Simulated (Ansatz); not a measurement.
W: experiment and calculation

**Measured values to compare with.**

A printed reference work, monograph, original work of 1987 reports, for a powder of W at 297.95 K: lattice constant a 3.16519 ± 0.000027 Å.

The runs below are set against these values where they give the same quantity.

The calculation used DFT PBEsol, scalar-relativistic, plane waves, PAW (Ansatz 0.2.0).

Cutoff 420 eV; k points 18×18×18 on the computed 1-atom cell (Γ-centred); Gaussian smearing, width 0.10 eV; no spin polarisation.

Relaxed structure, symmetry kept:

```cif
data_structure
_symmetry_space_group_name_H-M 'Im-3m'
_symmetry_Int_Tables_number 229
_cell_length_a 3.1543
_cell_length_b 3.1543
_cell_length_c 3.1543
_cell_angle_alpha 90.000
_cell_angle_beta 90.000
_cell_angle_gamma 90.000
_cell_volume 31.39
loop_
_atom_site_label
_atom_site_type_symbol
_atom_site_symmetry_multiplicity
_atom_site_Wyckoff_symbol
_atom_site_fract_x
_atom_site_fract_y
_atom_site_fract_z
_atom_site_occupancy
W1 W 2 a 0.00000 0.00000 0.00000 1
```

```
Space group                                                       : Im-3m (No. 229)
Volume per atom                                                   : 15.69 Å³
Formation energy from the elements' standard states (uncorrected) : +0.007 eV/atom
Kohn–Sham band gap                                                : none (metal)
Density of states at the Fermi level                              : 0.40 states/eV per cell
Löwdin character within 0.5 eV of the Fermi level                 : W 5d 87 %, unprojected 8 %
Bulk modulus                                                      : 325 GPa
Its pressure derivative                                           : 4.0
Bader charges (e)                                                 : W (1 in the cell) 0.00
```

Spin-orbit coupling is left out, which matters for the bands of heavy elements.

Against the measured lattice constant a of W, 3.16519 Å (297.95 K; powder; a printed reference work, monograph, original work of 1987), the calculated 3.154 Å is off by -0.3 %. The calculation is for 0 K without zero-point motion.